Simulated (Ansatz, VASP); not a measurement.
**Two plane-wave programs on Se**

File INCAR:

```
SYSTEM = Se
  ALGO = Normal
  EDIFF = 1E-6
  ENCUT = 520
  GGA = PE
  ISIF = 2
  ISMEAR = 0
  LASPH = .True.
  LCHARG = .False.
  LREAL = .False.
  LWAVE = .False.
  NBANDS = 16
  NELM = 80
  PREC = Accurate
  SIGMA = 0.05
```

KPOINTS

```
k-points
0
Gamma
  12 12 8
  0 0 0
```

POSCAR

```
Se
1.0
    4.3662000000      0.0000000000      0.0000000000
   -2.1831000000      3.7812401200      0.0000000000
    0.0000000000      0.0000000000      4.9536000000
Se
3
Direct
    0.2254000000      0.0000000000      0.3333333300
    0.0000000000      0.2254000000      0.6666666700
    0.7746000000      0.7746000000      0.0000000000
```

Input for Ansatz:

```yaml
crystal:
  lattice:
    - [4.3662, 0.0, 0.0]
    - [-2.1831, 3.78124012, 0.0]
    - [0.0, 0.0, 4.9536]
  atoms:
    - { symbol: Se, position: [0.2254, 0.0, 0.33333333] }
    - { symbol: Se, position: [0.0, 0.2254, 0.66666667] }
    - { symbol: Se, position: [0.7746, 0.7746, 0.0] }
basis:
  ecutwfc: 420
kpoints:
  mp_grid: { grid: [12, 12, 8] }
hamiltonian:
  xc: pbe
scf:
  occupations: { method: gaussian, width: 0.05 }
output:
  forces: true
  eigenvalues: true
  eigenstates:
    nscf_kmesh: { grid: [24, 24, 18] }
    top_band: c6
    de_dk: true
    localisation: false
  stress: true
checkpoint:
  write: ck
  compress: false
  write_wavefunctions: false
  write_every: 100000
```

Alike in both runs: task single point; functional PBE; k mesh 12 × 12 × 8; occupations gaussian, width 0.05 eV; no spin polarisation.

|  | VASP | Ansatz |
| --- | --- | --- |
| version | VASP 6.6.1 | Ansatz 0.2.0 |
| potentials or method | VASP PAW PBE potentials, release 64 (Se) | scalar-relativistic, plane waves, PAW |
| plane-wave cutoff (eV) | 520 | 420 |
| valence electrons in the cell | 18 | 48 |

Ansatz gave:

- gap on the k mesh at the Fermi level (eV): 1.02
- pressure (GPa): 2.8
- largest component of the traceless stress (GPa): 1.17
- rms of the force components (eV/Å): 0.232

Question: Estimate VASP's values.

Answer: gap on the k mesh at the Fermi level (eV): 1.01; pressure (GPa): 2.9; largest component of the traceless stress (GPa): 1.22; rms of the force components (eV/Å): 0.250.

Atom by atom the forces differ by 0.019 eV/Å (rms over components). With one functional, cell and mesh, what is left measures potentials, basis and numerics. The two sets of potentials don't hold the same shells in valence.

A k mesh can miss the band edges. PBE gaps usually lie below the measured ones, often by a third to a half.
